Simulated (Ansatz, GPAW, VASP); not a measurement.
TePb: programs and potentials compared

```
Pb Te
1.0
     0.00000    3.23100    3.23100
     3.23100    0.00000    3.23100
     3.23100    3.23100    0.00000
Pb Te
1 1
Direct
  0.00000 0.00000 0.00000
  0.50000 0.50000 0.50000
```

Alike in all runs: task single point; functional PBE; k mesh 7 × 7 × 7; occupations gaussian, width 0.015 eV; no spin polarisation; no spin-orbit coupling. Pressure is positive in compression and, in plane waves, holds the error of the finite cutoff.

```tsv
program and potentials	plane-wave cutoff (eV)	notes	pressure (GPa)
VASP, PBE PAW files Pb_d, Te, 520 eV	520	-	2.05
Ansatz, all-electron LAPW, scalar-relativistic	-	-	?
GPAW, GPAW PAW data sets (gpaw-data 1.2.1)	600	-	1.83
```

**Question.** Estimate from the other rows what the run with Ansatz, all-electron LAPW, scalar-relativistic gave.

**Answer.** Pressure 2.12 GPa. The other rows, which needn't bracket it: pressure 1.83 to 2.05.
